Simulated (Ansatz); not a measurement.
Born–Oppenheimer molecular dynamics of a periodic cell of 13 atoms, HOs₁₂ (host Os, host structure hcp, interstitial H). It goes on from the last frame of an earlier run, with new velocities.

Computed with DFT PBE, scalar-relativistic, plane waves, PAW (Ansatz). Settings: cutoff 420 eV, k mesh 2x2x3, fermi-dirac smearing 0.05 eV, no spin polarisation.

| Property | Result |
| --- | --- |
| ensemble | NVE (velocity Verlet) |
| time step | 0.5 fs |
| steps asked | 300 |
| starting velocities drawn for | 1680 K |
| seed | 68328 |

Frames 5 fs apart, positions in Å, forces in eV/Å.

Velocities at 70 fs (Å/ps):

```
Os -4.15 -3.88 6.19
Os 1.78 -3.14 -1.59
Os -2.68 1.77 -1.02
Os 1.14 -0.10 -2.32
Os -4.36 1.83 2.59
Os 0.37 1.29 -0.38
Os -2.58 3.76 -0.11
Os 3.29 -5.52 -0.97
Os -0.86 2.38 0.86
Os 1.28 -3.93 2.64
Os 4.93 2.39 -0.82
Os 1.93 2.86 -4.90
H -14.13 53.58 -30.96
```

```xyz
13
Lattice="5.4800 0.0000 0.0000 -4.1100 7.1187 0.0000 0.0000 0.0000 4.3265" Properties=species:S:1:pos:R:3:forces:R:3 time_fs=70 energy_less_start_eV=-0.522 T=2017
Os -0.060 0.036 -0.100 -1.93 -0.03 2.30
Os 0.043 1.729 2.158 -0.87 -2.16 0.60
Os -1.473 2.413 0.224 2.56 -0.27 -4.01
Os -1.304 3.963 2.221 -0.85 0.90 0.32
Os -2.772 4.697 -0.018 0.93 0.07 -0.39
Os -2.834 6.225 1.978 1.18 1.75 1.98
Os 2.760 -0.030 -0.043 0.77 0.15 1.17
Os 2.728 1.532 2.111 -0.05 -0.20 2.18
Os 1.473 2.321 0.069 -1.61 2.16 -0.98
Os 1.421 3.963 2.191 -0.97 -0.84 0.19
Os 0.020 4.798 0.021 -0.18 -1.09 -0.54
Os -0.027 6.347 2.215 -0.21 -1.32 -1.27
H 1.293 0.506 3.553 1.23 0.90 -1.55
13
Lattice="5.4800 0.0000 0.0000 -4.1100 7.1187 0.0000 0.0000 0.0000 4.3265" Properties=species:S:1:pos:R:3:forces:R:3 time_fs=75 energy_less_start_eV=-0.841 T=2222
Os -0.082 0.017 -0.068 0.36 0.93 0.88
Os 0.051 1.712 2.151 -1.42 -1.89 0.44
Os -1.484 2.422 0.217 2.80 -0.33 -3.93
Os -1.299 3.963 2.209 -0.91 1.02 0.58
Os -2.794 4.706 -0.005 1.54 0.03 -0.64
Os -2.832 6.233 1.978 1.15 1.62 2.20
Os 2.747 -0.012 -0.043 0.20 -0.31 0.61
Os 2.745 1.505 2.107 -0.04 0.47 1.95
Os 1.468 2.334 0.072 -1.58 1.95 -0.81
Os 1.427 3.943 2.205 -0.95 -0.31 0.07
Os 0.045 4.809 0.017 -0.76 -1.30 -0.65
Os -0.018 6.360 2.190 -0.35 -1.53 -0.62
H 1.312 0.835 3.273 -0.04 -0.36 -0.08
13
Lattice="5.4800 0.0000 0.0000 -4.1100 7.1187 0.0000 0.0000 0.0000 4.3265" Properties=species:S:1:pos:R:3:forces:R:3 time_fs=80 energy_less_start_eV=-0.444 T=1967
Os -0.103 -0.001 -0.035 1.02 1.38 0.12
Os 0.057 1.692 2.144 -2.96 -1.28 0.00
Os -1.493 2.430 0.204 2.90 -0.33 -3.88
Os -1.295 3.965 2.199 -1.05 1.06 0.79
Os -2.813 4.715 0.007 1.94 0.09 -0.83
Os -2.828 6.242 1.980 1.11 1.36 2.37
Os 2.735 0.007 -0.042 0.07 -0.84 0.34
Os 2.761 1.478 2.106 0.88 1.14 1.37
Os 1.461 2.350 0.075 -1.48 1.55 -0.72
Os 1.431 3.923 2.218 -0.74 0.20 -0.12
Os 0.068 4.818 0.011 -1.26 -1.55 -0.77
Os -0.009 6.372 2.164 -0.44 -1.65 0.08
H 1.357 1.092 2.971 0.02 -1.15 1.25
13
Lattice="5.4800 0.0000 0.0000 -4.1100 7.1187 0.0000 0.0000 0.0000 4.3265" Properties=species:S:1:pos:R:3:forces:R:3 time_fs=85 energy_less_start_eV=-0.294 T=1870
Os -0.123 -0.018 -0.002 1.39 1.72 -0.59
Os 0.060 1.671 2.137 -2.94 -1.09 0.14
Os -1.497 2.438 0.186 2.99 -0.37 -3.59
Os -1.292 3.967 2.189 -1.10 0.99 0.94
Os -2.829 4.725 0.018 2.26 0.01 -0.95
Os -2.822 6.254 1.985 1.10 1.09 2.46
Os 2.723 0.024 -0.041 0.19 -1.34 0.24
Os 2.779 1.452 2.107 0.74 1.91 1.03
Os 1.452 2.368 0.077 -1.32 1.26 -0.71
Os 1.435 3.903 2.231 -0.62 0.55 -0.35
Os 0.090 4.826 0.005 -1.78 -1.77 -0.81
Os 0.000 6.381 2.138 -0.60 -1.88 0.81
H 1.392 1.093 2.941 -0.33 -1.07 1.39
13
Lattice="5.4800 0.0000 0.0000 -4.1100 7.1187 0.0000 0.0000 0.0000 4.3265" Properties=species:S:1:pos:R:3:forces:R:3 time_fs=90 energy_less_start_eV=-0.472 T=1985
Os -0.141 -0.032 0.031 1.66 1.97 -1.36
Os 0.059 1.649 2.130 -1.55 -1.19 0.68
Os -1.498 2.446 0.164 3.01 -0.42 -3.05
Os -1.291 3.971 2.181 -1.08 0.84 0.99
Os -2.843 4.734 0.027 2.61 -0.25 -1.01
Os -2.815 6.266 1.993 1.13 0.90 2.47
Os 2.711 0.040 -0.040 0.52 -1.78 0.34
Os 2.797 1.429 2.109 -1.10 2.61 1.25
Os 1.441 2.387 0.077 -1.11 1.03 -0.68
Os 1.438 3.883 2.244 -0.61 0.74 -0.61
Os 0.110 4.831 -0.002 -2.31 -1.99 -0.78
Os 0.007 6.388 2.113 -0.86 -2.24 1.62
H 1.364 0.854 3.213 -0.31 -0.23 0.14
13
Lattice="5.4800 0.0000 0.0000 -4.1100 7.1187 0.0000 0.0000 0.0000 4.3265" Properties=species:S:1:pos:R:3:forces:R:3 time_fs=95 energy_less_start_eV=-0.149 T=1776
Os -0.157 -0.044 0.062 1.33 1.94 -2.03
Os 0.056 1.625 2.124 -1.02 -0.86 0.89
Os -1.495 2.452 0.139 2.90 -0.40 -2.53
Os -1.291 3.976 2.174 -1.03 0.60 0.91
Os -2.854 4.743 0.036 2.90 -0.47 -1.04
Os -2.807 6.280 2.005 1.17 0.70 2.44
Os 2.699 0.053 -0.037 1.41 -2.10 0.55
Os 2.814 1.409 2.112 -1.88 3.25 1.24
Os 1.429 2.407 0.077 -0.83 0.65 -0.67
Os 1.440 3.864 2.256 -0.55 0.85 -0.86
Os 0.126 4.834 -0.011 -2.87 -2.21 -0.73
Os 0.014 6.392 2.091 -1.24 -2.63 2.61
H 1.254 0.558 3.529 -0.28 0.68 -0.78
13
Lattice="5.4800 0.0000 0.0000 -4.1100 7.1187 0.0000 0.0000 0.0000 4.3265" Properties=species:S:1:pos:R:3:forces:R:3 time_fs=100 energy_less_start_eV=0.370 T=1442
Os -0.172 -0.053 0.091 0.27 1.70 -2.38
Os 0.052 1.600 2.119 -0.88 -0.27 1.03
Os -1.488 2.459 0.109 2.67 -0.42 -2.04
Os -1.293 3.982 2.168 -0.94 0.34 0.82
Os -2.861 4.752 0.043 3.14 -0.52 -1.03
Os -2.797 6.295 2.019 1.10 0.42 2.33
Os 2.690 0.064 -0.035 1.55 -2.05 0.48
Os 2.828 1.393 2.118 -2.23 3.71 1.10
Os 1.415 2.429 0.077 -0.49 0.13 -0.51
Os 1.441 3.847 2.267 -0.49 1.10 -1.15
Os 0.139 4.834 -0.020 -3.40 -2.36 -0.63
Os 0.019 6.393 2.071 -1.64 -2.99 3.51
H 1.136 0.421 3.655 1.36 1.23 -1.53
13
Lattice="5.4800 0.0000 0.0000 -4.1100 7.1187 0.0000 0.0000 0.0000 4.3265" Properties=species:S:1:pos:R:3:forces:R:3 time_fs=105 energy_less_start_eV=0.259 T=1513
Os -0.185 -0.060 0.116 2.74 2.51 -4.03
Os 0.047 1.575 2.115 -0.92 0.27 1.04
Os -1.478 2.465 0.078 2.37 -0.52 -1.46
Os -1.295 3.988 2.163 -0.85 0.13 0.78
Os -2.863 4.759 0.048 3.25 -0.38 -1.08
Os -2.786 6.310 2.037 0.83 -0.04 2.01
Os 2.682 0.072 -0.031 1.35 -2.18 0.70
Os 2.840 1.383 2.124 -2.28 4.20 0.62
Os 1.401 2.450 0.075 -0.15 -0.51 -0.21
Os 1.442 3.831 2.276 -0.46 1.45 -1.50
Os 0.148 4.831 -0.030 -3.71 -2.31 -0.49
Os 0.022 6.390 2.056 -1.85 -3.23 4.09
H 1.234 0.546 3.466 -0.32 0.61 -0.48
13
Lattice="5.4800 0.0000 0.0000 -4.1100 7.1187 0.0000 0.0000 0.0000 4.3265" Properties=species:S:1:pos:R:3:forces:R:3 time_fs=110 energy_less_start_eV=0.365 T=1445
Os -0.196 -0.064 0.136 3.82 2.80 -4.93
Os 0.040 1.550 2.113 -1.45 1.00 0.90
Os -1.465 2.470 0.044 1.98 -0.53 -0.92
Os -1.299 3.995 2.159 -0.80 -0.07 0.67
Os -2.862 4.767 0.053 3.22 -0.15 -1.07
Os -2.774 6.325 2.057 0.50 -0.61 1.68
Os 2.676 0.077 -0.027 0.78 -2.22 0.65
Os 2.849 1.377 2.132 -1.99 4.46 0.16
Os 1.387 2.471 0.073 0.21 -1.16 0.11
Os 1.442 3.816 2.284 -0.39 1.92 -1.85
Os 0.152 4.825 -0.040 -3.79 -2.12 -0.34
Os 0.023 6.383 2.046 -2.05 -3.31 4.51
H 1.311 0.821 3.153 -0.04 -0.01 0.42
13
Lattice="5.4800 0.0000 0.0000 -4.1100 7.1187 0.0000 0.0000 0.0000 4.3265" Properties=species:S:1:pos:R:3:forces:R:3 time_fs=115 energy_less_start_eV=0.686 T=1239
Os -0.202 -0.064 0.150 4.22 2.72 -5.46
Os 0.032 1.526 2.112 -2.38 1.72 0.49
Os -1.449 2.474 0.009 1.62 -0.52 -0.36
Os -1.304 4.001 2.156 -0.72 -0.24 0.51
Os -2.857 4.774 0.056 3.06 -0.01 -1.00
Os -2.761 6.340 2.079 0.16 -0.97 1.36
Os 2.672 0.080 -0.022 0.66 -2.21 0.53
Os 2.856 1.377 2.139 -1.17 4.48 -0.44
Os 1.373 2.490 0.072 0.58 -1.71 0.42
Os 1.442 3.805 2.289 -0.37 2.35 -2.14
Os 0.151 4.817 -0.051 -3.73 -1.80 -0.10
Os 0.021 6.372 2.042 -2.16 -3.23 4.79
H 1.379 1.090 2.948 0.23 -0.58 1.40
13
Lattice="5.4800 0.0000 0.0000 -4.1100 7.1187 0.0000 0.0000 0.0000 4.3265" Properties=species:S:1:pos:R:3:forces:R:3 time_fs=120 energy_less_start_eV=0.603 T=1291
Os -0.202 -0.061 0.157 4.25 2.39 -5.51
Os 0.021 1.504 2.112 -1.48 1.84 0.90
Os -1.432 2.478 -0.026 1.30 -0.54 0.36
Os -1.309 4.007 2.153 -0.64 -0.47 0.33
Os -2.848 4.781 0.057 2.77 -0.03 -0.96
Os -2.748 6.353 2.103 -0.18 -1.13 0.98
Os 2.668 0.080 -0.017 0.75 -2.18 0.57
Os 2.861 1.382 2.146 -0.95 4.20 -0.94
Os 1.360 2.508 0.071 0.80 -2.02 0.82
Os 1.441 3.796 2.292 -0.39 2.69 -2.34
Os 0.146 4.806 -0.062 -3.48 -1.35 0.19
Os 0.016 6.356 2.044 -2.11 -2.88 4.65
H 1.464 1.237 3.047 -0.65 -0.51 0.95
13
Lattice="5.4800 0.0000 0.0000 -4.1100 7.1187 0.0000 0.0000 0.0000 4.3265" Properties=species:S:1:pos:R:3:forces:R:3 time_fs=125 energy_less_start_eV=0.397 T=1425
Os -0.197 -0.055 0.157 3.91 1.86 -5.12
Os 0.007 1.485 2.112 -0.70 2.14 1.21
Os -1.412 2.481 -0.060 0.91 -0.56 0.99
Os -1.315 4.012 2.151 -0.52 -0.77 0.22
Os -2.835 4.788 0.058 2.34 -0.17 -1.01
Os -2.735 6.365 2.128 -0.47 -1.20 0.59
Os 2.665 0.077 -0.010 0.99 -2.04 0.62
Os 2.864 1.393 2.152 -1.81 3.91 -0.51
Os 1.348 2.523 0.071 0.94 -1.56 1.48
Os 1.440 3.790 2.291 -0.35 2.84 -2.31
Os 0.136 4.794 -0.073 -3.07 -0.83 0.45
Os 0.009 6.338 2.052 -1.90 -2.35 4.10
H 1.430 1.238 3.340 -0.26 -1.29 -0.72
```

Of the whole run (150 fs, mean temperature of the second half 1667 K): The conserved energy stayed within 0.095 meV per atom of its start (net change 0.011 meV per atom), so the integration is sound. A run of 0.15 ps of so small a system gives no equilibrium averages. Limits of this set-up: coarse k mesh, odd electron count without spin, a small cell, in which the defect meets its images.

Run time: 7.9 min on 2 threads of Intel(R) Xeon(R) Platinum 8488C (Sapphire Rapids), on a shared host, peak memory 0.69 GiB.
